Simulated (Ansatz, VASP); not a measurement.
# C: VASP beside Ansatz

File INCAR:

```
SYSTEM = C
PREC = Accurate
ENCUT = 520
EDIFF = 1E-6
ISMEAR = 0
SIGMA = 0.05
LREAL = .False.
LASPH = .True.
NELM = 60
ALGO = Normal
ISIF = 2
LWAVE = .False.
LCHARG = .True.
GGA = PE
LELF = .True.
LVHAR = .True.
NBANDS = 11
```

Contents of KPOINTS:

```
regular mesh
0
Gamma
  12 12 12
  0 0 0
```

File POSCAR:

```
C
1.0
    0.0000000000      1.7834000000      1.9260720000
    1.7834000000      0.0000000000      1.9260720000
    1.7834000000      1.7834000000      0.0000000000
C
2
Direct
    0.5000000000      0.5000000000      0.5000000000
    0.7500000000      0.7500000000      0.7500000000
```

Input for Ansatz:

```yaml
crystal:
  lattice:
    - [0.0, 1.7834, 1.926072]
    - [1.7834, 0.0, 1.926072]
    - [1.7834, 1.7834, 0.0]
  atoms:
    - { symbol: C, position: [0.5, 0.5, 0.5] }
    - { symbol: C, position: [0.75, 0.75, 0.75] }
basis:
  ecutwfc: 420
kpoints:
  mp_grid: { grid: [12, 12, 12] }
hamiltonian:
  xc: pbe
scf:
  occupations: { method: gaussian, width: 0.05 }
output:
  forces: true
  stress: true
  eigenvalues: true
```

Change from the starting cell: strain +0.000 along x and y, +0.080 along z, atoms carried along.

Alike in both runs: task single point; functional PBE; k mesh 12 × 12 × 12; occupations gaussian, width 0.05 eV; no spin polarisation.

|  | VASP | Ansatz |
| --- | --- | --- |
| version | VASP 6.6.1 | Ansatz 0.2.0 |
| potentials or method | VASP PAW PBE potentials, release 64 (C) | scalar-relativistic, plane waves, PAW |
| plane-wave cutoff (eV) | 520 | 420 |
| valence electrons in the cell | 8 | 8 |

|  | VASP | Ansatz | Ansatz less VASP |
| --- | --- | --- | --- |
| gap on the k mesh at the Fermi level (eV) | 3.06 | 3.07 | +0.009 |
| least direct gap on the mesh (eV) | 4.73 | 4.73 | +0.006 |
| pressure (GPa) | -26.9 | -27.3 | -0.39 |
| largest component of the traceless stress (GPa) | 47.11 | 47.10 | -0.004 |

The functional is the same, so the differences come from potentials, cutoffs and numerics.

Caveats: so large a pressure means that the cell lies far from this level's equilibrium, or that cutoff or potentials fall short (VASP).
